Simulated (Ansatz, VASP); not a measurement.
Two plane-wave programs on BeS

INCAR

```
SYSTEM = BeS
PREC = Accurate
ENCUT = 520
EDIFF = 1E-7
ISMEAR = 0
SIGMA = 0.05
LREAL = .FALSE.
LASPH = .TRUE.
NELM = 80
ALGO = Fast
ISIF = 2
LWAVE = .FALSE.
LCHARG = .FALSE.
NBANDS = 11
```

Contents of KPOINTS:

```
regular mesh
0
G
  6 6 6
  0 0 0
```

File POSCAR:

```
BeS
1.0
    2.8435998045      0.0000000000      0.0000000000
    0.0000000000      2.8435998045      0.0000000000
    0.0000000000      0.0000000000      2.8435998045
Be S
1 1
Direct
    0.0000000000      0.0000000000      0.0000000000
    0.5000000000      0.5000000000      0.5000000000
```

Input for Ansatz:

```yaml
crystal:
  lattice:
    - [2.8435998045, 0.0, 0.0]
    - [0.0, 2.8435998045, 0.0]
    - [0.0, 0.0, 2.8435998045]
  atoms:
    - { symbol: Be, position: [0.0, 0.0, 0.0] }
    - { symbol: S, position: [0.5, 0.5, 0.5] }
basis:
  ecutwfc: 420
kpoints:
  mp_grid: { grid: [6, 6, 6] }
hamiltonian:
  xc: lda
scf:
  occupations: { method: gaussian, width: 0.05 }
output:
  forces: true
  stress: true
  eigenvalues: true
```

The cell comes from a database or a generator and needn't be the stable form of this composition.

Alike in both runs: task single point; functional LDA; k mesh 6 × 6 × 6; occupations gaussian, width 0.05 eV; no spin polarisation.

|  | VASP | Ansatz |
| --- | --- | --- |
| version | VASP 6.6.1 | Ansatz 0.2.0 |
| potentials or method | VASP PAW LDA potentials, release 64 (Be, S) | scalar-relativistic, plane waves, PAW |
| plane-wave cutoff (eV) | 520 | 420 |
| valence electrons in the cell | 8 | 8 |

Ansatz gave:

```
gap on the k mesh at the Fermi level (eV) : none
pressure (GPa)                            : 2.3
```

What did VASP give for the same quantities?

gap on the k mesh at the Fermi level (eV): none; pressure (GPa): 2.5.

A gap of «none» marks a metal or a gap that the smearing closes.

Caveats: the k mesh is coarse (spacing up to 0.37 Å⁻¹), so the values aren't converged.
